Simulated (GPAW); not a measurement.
**CdS (Greenockite): dielectric tensor with PBEsol**

Crystal: CdS (Greenockite).

```
CELL_PARAMETERS angstrom
4.15000 0.00000 0.00000
-2.07500 3.59401 0.00000
0.00000 0.00000 6.73700
ATOMIC_POSITIONS crystal
Cd 0.66667 0.33333 0.50000
Cd 0.33333 0.66667 0.00000
S 0.66667 0.33333 0.87500
S 0.33333 0.66667 0.37500
```

```
Program             : GPAW 26.7.0
Task                : dielectric tensor
Functional          : PBEsol
Potentials or basis : PAW data sets generated in the run's folder for this functional
Cutoff              : 450 eV
Basis               : pw
k mesh              : 6 × 6 × 3
Occupations         : fermi-dirac, width 0.001 eV
Spin                : no spin polarisation
Response ecut       : 80 eV
Maxiter             : 150
Response k mesh     : 9 × 9 × 5
Response bands      : 58
Kernels             : ["RPA"]
Coarser k mesh      : 9 × 9 × 5
```

```json
{
  "Band gap on the k mesh": "1.04 eV, direct",
  "Electronic dielectric tensor (diagonal)": "6.16, 6.16, 6.24"
}
```

Electronic dielectric tensor:
```
6.16 0.00 0.00
0.00 6.16 0.00
0.00 0.00 6.24
```

Run time: 3.2 min on 1 thread of Arm Neoverse V2 (shared host), peak memory 0.49 GiB.

The gap isn't set beside the measured one, since this odd mesh misses points on the zone boundary.

Caveat: the long-wavelength limit can be off by several per cent where d states take part; an odd mesh through Γ misses points on the zone boundary, where band edges often lie.
